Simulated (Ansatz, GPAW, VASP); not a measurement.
## One calculation of Mg, 3 ways

```
Mg
1.0
     3.20930    0.00000    0.00000
    -1.60465    2.77934    0.00000
     0.00000    0.00000    5.21030
Mg
2
Direct
  0.66667 0.33333 0.75000
  0.33333 0.66667 0.25000
```

Alike in all runs: task single point; functional PBE; k mesh 10 × 10 × 5; occupations gaussian, width 0.018 eV; no spin polarisation; no spin-orbit coupling. Pressure is positive in compression and, in plane waves, holds the error of the finite cutoff.

```tsv
program and potentials	plane-wave cutoff (eV)	notes	pressure (GPa)
GPAW, GPAW PAW data sets (gpaw-data 1.2.1)	800	10 valence electrons an atom on average	?
VASP, PBE PAW files Mg, 520 eV	520	2 valence electrons an atom on average	-0.57
Ansatz, all-electron LAPW, scalar-relativistic	-	-	-0.46
```

Problem. Estimate from the other rows what the run with GPAW, GPAW PAW data sets (gpaw-data 1.2.1) gave.

Solution. Pressure -0.53 GPa. The other rows, which needn't bracket it: pressure -0.57 to -0.46.
